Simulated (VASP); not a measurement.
# Al: generalised stacking fault

Al, Fm-3m (no. 225), 9 atoms in the cell. PBE, constrained relaxations along a path; PAW potentials Al (PBE set).

Path: generalised stacking fault, a/6<112> on {111}; Layers in the cell: 9.

## Input

INCAR:
```
SYSTEM = Al
ALGO = Normal
EDIFF = 1E-6
EDIFFG = -0.02
ENCUT = 300
IBRION = 2
ISIF = 2
ISMEAR = 1
ISYM = 2
KPAR = 8
LASPH = .TRUE.
LCHARG = .FALSE.
LREAL = .FALSE.
LWAVE = .FALSE.
NELM = 100
NSW = 100
POTIM = 0.5
PREC = Normal
SIGMA = 0.2
```

KPOINTS:
```
k-points
0
Gamma
  17 17 2
```

POSCAR.step1:
```
Al
1.0
    2.8635066922      0.0000000000      0.0000000000
    1.4317533461      2.4798695393      0.0000000000
    0.0000000000      0.0000000000     21.0423908125
Al
9
Selective dynamics
Direct
    0.3333333333      0.3333333333      0.0000000000  F F T
   -0.3333333333      0.6666666667      0.1111111111  F F T
    0.0000000000      0.0000000000      0.2222222222  F F T
    0.3333333333      0.3333333333      0.3333333333  F F T
   -0.3333333333      0.6666666667      0.4444444444  F F T
    0.0000000000      0.0000000000      0.5555555556  F F T
    0.3333333333      0.3333333333      0.6666666667  F F T
   -0.3333333333      0.6666666667      0.7777777778  F F T
    0.0000000000      0.0000000000      0.8888888889  F F T
```

POSCAR.step2:
```
Al
1.0
    2.8635066922      0.0000000000      0.0000000000
    1.4317533461      2.4798695393      0.0000000000
    0.2863506692      0.1653246360     21.0423908125
Al
9
Selective dynamics
Direct
    0.3333333333      0.3333333333      0.0000000000  F F T
   -0.3407407407      0.6592592593      0.1111111111  F F T
   -0.0148148148     -0.0148148148      0.2222222222  F F T
    0.3111111111      0.3111111111      0.3333333333  F F T
   -0.3629629630      0.6370370370      0.4444444444  F F T
   -0.0370370370     -0.0370370370      0.5555555556  F F T
    0.2888888889      0.2888888889      0.6666666667  F F T
   -0.3851851852      0.6148148148      0.7777777778  F F T
   -0.0592592593     -0.0592592593      0.8888888889  F F T
```

POSCAR.step3:
```
Al
1.0
    2.8635066922      0.0000000000      0.0000000000
    1.4317533461      2.4798695393      0.0000000000
    0.5727013384      0.3306492719     21.0423908125
Al
9
Selective dynamics
Direct
    0.3333333333      0.3333333333      0.0000000000  F F T
   -0.3481481481      0.6518518519      0.1111111111  F F T
   -0.0296296296     -0.0296296296      0.2222222222  F F T
    0.2888888889      0.2888888889      0.3333333333  F F T
   -0.3925925926      0.6074074074      0.4444444444  F F T
   -0.0740740741     -0.0740740741      0.5555555556  F F T
    0.2444444444      0.2444444444      0.6666666667  F F T
   -0.4370370370      0.5629629630      0.7777777778  F F T
   -0.1185185185     -0.1185185185      0.8888888889  F F T
```

POSCAR.step4:
```
Al
1.0
    2.8635066922      0.0000000000      0.0000000000
    1.4317533461      2.4798695393      0.0000000000
    0.7158766730      0.4133115899     21.0423908125
Al
9
Selective dynamics
Direct
    0.3333333333      0.3333333333      0.0000000000  F F T
   -0.3518518519      0.6481481481      0.1111111111  F F T
   -0.0370370370     -0.0370370370      0.2222222222  F F T
    0.2777777778      0.2777777778      0.3333333333  F F T
   -0.4074074074      0.5925925926      0.4444444444  F F T
   -0.0925925926     -0.0925925926      0.5555555556  F F T
    0.2222222222      0.2222222222      0.6666666667  F F T
   -0.4629629630      0.5370370370      0.7777777778  F F T
   -0.1481481481     -0.1481481481      0.8888888889  F F T
```

POSCAR.step5:
```
Al
1.0
    2.8635066922      0.0000000000      0.0000000000
    1.4317533461      2.4798695393      0.0000000000
    0.8590520076      0.4959739079     21.0423908125
Al
9
Selective dynamics
Direct
    0.3333333333      0.3333333333      0.0000000000  F F T
   -0.3555555556      0.6444444444      0.1111111111  F F T
   -0.0444444444     -0.0444444444      0.2222222222  F F T
    0.2666666667      0.2666666667      0.3333333333  F F T
   -0.4222222222      0.5777777778      0.4444444444  F F T
   -0.1111111111     -0.1111111111      0.5555555556  F F T
    0.2000000000      0.2000000000      0.6666666667  F F T
   -0.4888888889      0.5111111111      0.7777777778  F F T
   -0.1777777778     -0.1777777778      0.8888888889  F F T
```

POSCAR.step6:
```
Al
1.0
    2.8635066922      0.0000000000      0.0000000000
    1.4317533461      2.4798695393      0.0000000000
    1.1454026769      0.6612985438     21.0423908125
Al
9
Selective dynamics
Direct
    0.3333333333      0.3333333333      0.0000000000  F F T
   -0.3629629630      0.6370370370      0.1111111111  F F T
   -0.0592592593     -0.0592592593      0.2222222222  F F T
    0.2444444444      0.2444444444      0.3333333333  F F T
   -0.4518518519      0.5481481481      0.4444444444  F F T
   -0.1481481481     -0.1481481481      0.5555555556  F F T
    0.1555555556      0.1555555556      0.6666666667  F F T
   -0.5407407407      0.4592592593      0.7777777778  F F T
   -0.2370370370     -0.2370370370      0.8888888889  F F T
```

POSCAR.step7:
```
Al
1.0
    2.8635066922      0.0000000000      0.0000000000
    1.4317533461      2.4798695393      0.0000000000
    1.4317533461      0.8266231798     21.0423908125
Al
9
Selective dynamics
Direct
    0.3333333333      0.3333333333      0.0000000000  F F T
   -0.3703703704      0.6296296296      0.1111111111  F F T
   -0.0740740741     -0.0740740741      0.2222222222  F F T
    0.2222222222      0.2222222222      0.3333333333  F F T
   -0.4814814815      0.5185185185      0.4444444444  F F T
   -0.1851851852     -0.1851851852      0.5555555556  F F T
    0.1111111111      0.1111111111      0.6666666667  F F T
   -0.5925925926      0.4074074074      0.7777777778  F F T
   -0.2962962963     -0.2962962963      0.8888888889  F F T
```

Commands (each step's output is kept before the next begins):
```
cat potpaw_PBE.64/Al/POTCAR > POTCAR
# POSCAR: c tilted by 0 of a/6<112> on {111}
cp POSCAR.step1 POSCAR
mpirun -np 8 vasp_std > vasp.out
# POSCAR: c tilted by 0.2 of a/6<112> on {111}
cp POSCAR.step2 POSCAR
mpirun -np 8 vasp_std > vasp.out
# POSCAR: c tilted by 0.4 of a/6<112> on {111}
cp POSCAR.step3 POSCAR
mpirun -np 8 vasp_std > vasp.out
# POSCAR: c tilted by 0.5 of a/6<112> on {111}
cp POSCAR.step4 POSCAR
mpirun -np 8 vasp_std > vasp.out
# POSCAR: c tilted by 0.6 of a/6<112> on {111}
cp POSCAR.step5 POSCAR
mpirun -np 8 vasp_std > vasp.out
# POSCAR: c tilted by 0.8 of a/6<112> on {111}
cp POSCAR.step6 POSCAR
mpirun -np 8 vasp_std > vasp.out
# POSCAR: c tilted by 1 of a/6<112> on {111}
cp POSCAR.step7 POSCAR
mpirun -np 8 vasp_std > vasp.out
```

## Result

- Unstable fault energy (mJ/m²): 164
- Energy at the end of the slip (mJ/m²): 107
- Ionic steps, all stages: 47
- Electronic steps, all stages: 376

Energy along the slip:

| Share of the slip | Fault energy (mJ/m²) |
|---|---|
| 0 | 0 |
| 0.2 | 52 |
| 0.4 | 130 |
| 0.5 | 154 |
| 0.6 | 164 |
| 0.8 | 142 |
| 1 | 107 |

Limits: the faults repeat once a cell, and the in-plane lattice is that of the given cell.

VASP 6.6.1 took 178 s on 8 cores (Intel Xeon 6975P-C (Granite Rapids)), a shared host.
